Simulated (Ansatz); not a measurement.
Runs of Ansatz 0.2.0 on HfO2. The structure is orthorhombic, space group Pca2_1 (No. 29). Conventional cell: a = 5.219 Å, b = 5.005 Å, c = 5.033 Å, α = 90.00°, β = 90.00°, γ = 90.00°. Around Hf (site symmetry 1) lie 7 O at 2.02 to 2.23 Å. O (site symmetry 1) has 3 Hf at 2.02 to 2.13 Å as nearest neighbours. O (site symmetry 1) has 4 Hf at 2.11 to 2.23 Å as nearest neighbours. Measurements of this composition are mostly on another form, of space group No. 14.

```csv
task,potentials or basis,cell,k mesh,cutoff (eV),gap on the mesh (eV),pressure (GPa),largest force (eV/Å)
relaxation of the atoms,Ansatz PAW,atoms relaxed from: strained by -1 %,4 × 5 × 4,420,4.55,11.5,-
single point,Ansatz PAW,as given,5 × 6 × 5,420,4.48,9.8,0.12
single point,PseudoDojo standard (PBE files),as given,5 × 6 × 5,1143,4.50,(b),0.08
single point,Ansatz PAW earlier set,as given,5 × 6 × 5,930,4.48,9.8,0.12
single point,Ansatz PAW earlier set,as given,5 × 6 × 5,900,4.48,9.8,0.12
single point,JTH PAW,as given,5 × 6 × 5,1380,4.45,7.0,0.08
single point,Ansatz NC,as given,5 × 6 × 5,1240,4.48,9.7,0.12
single point,SPMS NC,as given,5 × 6 × 5,1034,4.50,(a),0.08
```

Alike in all rows: level PBE; no spin polarisation; smearing fermi-dirac 0.05 eV.

Problem. Fill in the values left out.

Solution. (a) 7.4; (b) 7.2.

Caveats: odd divisions of the mesh miss points on the zone boundary, where band edges often lie, so the gap on the mesh can be too wide; spin-orbit coupling is left out, which moves the levels of the heavy elements; the thresholds are loose for stress (some runs).

A k mesh can miss the band edges, and the runs leave out spin-orbit coupling on Hf.

The runs don't all hold the same shells in valence.
